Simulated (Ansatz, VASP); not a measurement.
**RbBr: VASP beside Ansatz**

Contents of POSCAR:

```
RbBr
1.0
    4.1260773000      0.0000000000      0.0000000000
    0.0000000000      4.1260773000      0.0000000000
    0.0000000000      0.0000000000      4.1260773000
Rb Br
1 1
Direct
    0.0000000000      0.0000000000      0.0000000000
    0.5000000000      0.5000000000      0.5000000000
```

INCAR.step1

```
PREC = Accurate ; ENCUT = 520
ISMEAR = 0 ; SIGMA = 0.01
LREAL = F ; LASPH = T
NELM = 80 ; NBANDS = 15
GGA = PE ; ALGO = Normal
EDIFF = 1E-4 ; LWAVE = T
LCHARG = F
```

File INCAR.step2:

```
PREC = Accurate ; ENCUT = 520
EDIFF = 1E-7 ; ISMEAR = 0
SIGMA = 0.01 ; LREAL = F
LASPH = T ; NELM = 80
ALGO = Normal ; ISIF = 2
LWAVE = F ; LCHARG = T
METAGGA = R2SCAN ; LMIXTAU = T
LELF = T ; LVHAR = T
NBANDS = 15 ; ISTART = 1
```

Contents of KPOINTS:

```
regular mesh
0
Gamma
  4 4 4
```

Input for Ansatz:

```yaml
crystal:
  lattice:
    - [4.1260773, 0.0, 0.0]
    - [0.0, 4.1260773, 0.0]
    - [0.0, 0.0, 4.1260773]
  atoms:
    - { symbol: Rb, position: [0.0, 0.0, 0.0] }
    - { symbol: Br, position: [0.5, 0.5, 0.5] }
kpoints:
  mp_grid:
    grid: [4, 4, 4]
hamiltonian:
  xc: r2scan
scf:
  n_extra_bands: 10
  occupations:
    method: fixed
output:
  dos:
    de: 0.1
    method:
      smearing:
        sigma: 0.15
    projected: true
```

The cell comes from a database or a generator and needn't be the stable form of this composition.

Alike in both runs: task single point; functional r2SCAN; k mesh 4 × 4 × 4; no spin polarisation.

```csv
,VASP,Ansatz
version,VASP 6.6.1,Ansatz 0.2.0
potentials or method,"VASP PAW PBE potentials, release 64 (Rb_sv, Br)","plane waves, PAW"
plane-wave cutoff (eV),520,500
occupations,"gaussian, width 0.01 eV",fixed
valence electrons in the cell,16,16
```

|  | VASP | Ansatz | Ansatz less VASP |
| --- | --- | --- | --- |
| gap on the k mesh at the Fermi level (eV) | 4.83 | 4.83 | -0.003 |

 A k mesh can miss the band edges. r2SCAN opens gaps a little over a GGA but as a rule still falls short of measured ones.
